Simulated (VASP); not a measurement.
The system is TiS2.

```xyz
3
Lattice="3.4120 0.0000 0.0000 -1.7060 2.9549 0.0000 0.0000 0.0000 5.6950" Properties=species:S:1:pos:R:3 pbc="T T T"
Ti    0.0000    0.0000    0.0000
S     1.7060    0.9850    4.2713
S     0.0000    1.9699    1.4238
```

Base run:

```yaml
Program: VASP 6.6.1
Functional: revPBE
Potentials_or_basis: VASP PAW PBE potentials, release 64 (Ti_sv, S)
Cutoff: 520 eV
k_mesh: 9 × 9 × 5
Occupations: tetrahedron
Spin: no spin polarisation
```

Its results: band gap on the k mesh none (metal or under the smearing width); pressure 2.4 GPa; largest force 0.107 eV/Å.

Task: The run is repeated on the same cell with these changes: functional from revPBE to PBEsol; dispersion from none to D3(BJ). What comes out?

Result: Band gap on the k mesh none (metal or under the smearing width); pressure -6.3 GPa; largest force 0.279 eV/Å.

Several settings changed at once, so the effect can't be laid on one alone.

Caveats: the PAW data sets were made with another functional, which shifts forces and pressure a little; tetrahedron occupations give inexact forces and stress in metals; pairwise dispersion overbinds metals, which lowers pressure and volume (some runs).
